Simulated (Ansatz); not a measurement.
Al2O3 (Corundum):

```xyz
10
Lattice="2.3803 1.3742 4.3319 -2.3803 1.3742 4.3319 0.0000 -2.7485 4.3319" Properties=species:S:1:pos:R:3 pbc="T T T"
Al    0.0000    0.0000   11.0743
Al    0.0000    0.0000    8.4191
Al    0.0000    0.0000    1.9213
Al    0.0000    0.0000    4.5765
O    -1.6503   -0.1099    5.4148
O     0.7300    1.4841    5.4148
O     0.9203   -1.3742    5.4148
O     1.6503    0.1099    7.5808
O    -0.7300   -1.4841    7.5808
O    -0.9203    1.3742    7.5808
```

```yaml
Program: Ansatz 0.2.0
Task: relaxation of cell and atoms
Functional: PBE
Potentials_or_basis: Ansatz PAW
Cutoff: "420 eV (not typed: the program's choice for these potentials)"
k_mesh: 7 × 7 × 7
Occupations: fermi-dirac, width 0.05 eV
Spin: no spin polarisation
```

At the start: volume 8.50 Å³/atom.

**Question.** Where does the relaxation end?

**Answer.** It ends after 8 steps and the volume is 8.76 Å³/atom (+3.0 %); space group R-3c (No. 167, to 0.05 Å).

Step by step:
| step | energy change (eV) | largest force (eV/Å) | volume (Å³) |
| --- | --- | --- | --- |
| 1 | 0.0000 | 0.0290 | 85.02 |
| 2 | -0.0322 | 0.0254 | 86.10 |
| 3 | -0.0423 | 0.0108 | 87.44 |
| 4 | -0.0420 | 0.0036 | 87.49 |
| 5 | -0.0421 | 0.0023 | 87.49 |
| 6 | -0.0583 | 0.0017 | 87.49 |
| 7 | -0.0578 | 0.0006 | 87.60 |
| 8 | -0.0584 | 0.0006 | 87.60 |

Final structure:
```yaml
crystal:
  lattice:
    - [2.40436, 1.38816, 4.37450]
    - [-2.40436, 1.38816, 4.37450]
    - [0.00000, -2.77631, 4.37450]
  atoms:
    - { symbol: Al, position: [0.85215, 0.85215, 0.85215] }
    - { symbol: Al, position: [0.64785, 0.64785, 0.64785] }
    - { symbol: Al, position: [0.14785, 0.14785, 0.14785] }
    - { symbol: Al, position: [0.35215, 0.35215, 0.35215] }
    - { symbol: O, position: [0.05617, 0.75000, 0.44383] }
    - { symbol: O, position: [0.75000, 0.44383, 0.05617] }
    - { symbol: O, position: [0.44383, 0.05617, 0.75000] }
    - { symbol: O, position: [0.94383, 0.25000, 0.55617] }
    - { symbol: O, position: [0.25000, 0.55617, 0.94383] }
    - { symbol: O, position: [0.55617, 0.94383, 0.25000] }
```

Caveat: the plane-wave basis is chosen anew once the cell has moved, so the energies of steps on either side of that aren't comparable; the pressure holds a Pulay correction of +0.9 GPa for the finite cutoff.
